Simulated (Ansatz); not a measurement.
# GaN: the cost of one run

Program: Ansatz 0.2.0. Level of theory: DFT PBEsol, scalar-relativistic, plane waves, PAW. These are calculated values, not measurements.

2 further runs of the same task are left out: 2 set aside as unsound or not needed.

## Step 1: The starting structure

The structure is cubic, space group F-43m (No. 216). Conventional cell: a = 4.498 Å, b = 4.498 Å, c = 4.498 Å, α = 90.00°, β = 90.00°, γ = 90.00°. Ga (site symmetry -43m) is surrounded by 4 N at 1.95 Å. N (site symmetry -43m) is surrounded by 4 Ga at 1.95 Å.

As a file:

```xyz
2
Lattice="0.0000 2.2491 2.2491 2.2491 0.0000 2.2491 2.2491 2.2491 0.0000" Properties=species:S:1:pos:R:3 pbc="T T T"
Ga    0.0000    0.0000    0.0000
N     3.3737    3.3737    3.3737
```

It goes back to an entry of the Materials Project.

It is the result of an earlier relaxation at this level (volume 11.38 Å³/atom; gap on the mesh: 1.70 eV).

## Step 2: Band edges and mean potential of the bulk

The input, input.yaml:

```yaml
crystal:
  lattice:
    - [0.0, 2.2491150748, 2.2491150748]
    - [2.2491150748, 0.0, 2.2491150748]
    - [2.2491150748, 2.2491150748, 0.0]
  atoms:
    - { symbol: Ga, position: [0.0, 0.0, 0.0] }
    - { symbol: "N", position: [0.75, 0.75, 0.75] }
basis:
  ecutwfc: 420
kpoints:
  mp_grid: { grid: [10, 10, 10] }
  band_path: { path: [VBM, CBM], npoints: 2 }
hamiltonian:
  xc: pbesol
scf:
  occupations: { method: gaussian, width: 0.02 }
output:
  forces: true
  stress: true
  eigenvalues: true
```

Launch:

```sh
$ ansatz run input.yaml --threads 1 --pin off --max-ram 2560MiB --backend cpu --events-out ev --progress --plain --runs-dir out
```

Q: Estimate wall time and peak memory on 1 thread of Intel Xeon at 2.70GHz, shared host.

About 3.4 s, with a peak of 0.31 GiB.
